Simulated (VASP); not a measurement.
PtSe, 2 atoms in the cell. Symmetry: F-43m, No. 216, cubic system. The conventional cell has a = 6.075 Å, b = 6.075 Å, c = 6.075 Å, α = 90.00°, β = 90.00°, γ = 90.00°. Around Pt (site symmetry -43m) lie 4 Se at 2.63 Å. Around Se (site symmetry -43m) lie 4 Pt at 2.63 Å. The cell comes from a database or a generator and needn't be the stable form of this composition.

```yaml
Program: VASP 6.6.1
Task: single point
Functional: PBE
Potentials_or_basis: VASP PAW PBE potentials, release 64 (Pt, Se)
Cutoff: 520 eV
k_mesh: 8 × 8 × 8
Occupations: fermi-dirac, width 0.05 eV
Spin: no spin polarisation
Further_INCAR_settings: ALGO = Normal; EDIFF = 1e-07; NBANDS = 15
```

Potentials or basis: VASP PAW PBE potentials, release 64 (Pt, Se).

The run is started by

```console
$ cat potpaw_PBE.64/Pt/POTCAR potpaw_PBE.64/Se/POTCAR > POTCAR
$ mpirun -np 1 vasp_std > vasp.out
```

Hardware: 1 thread of AMD EPYC 9R45 (Zen 5), with other jobs on the host.

Estimate the wall time of this run.

Wall time 14 s on 1 thread of AMD EPYC 9R45 (Zen 5), with other jobs on the host, peak memory 0.15 GiB. Counts: scf iterations 14, k points 29.
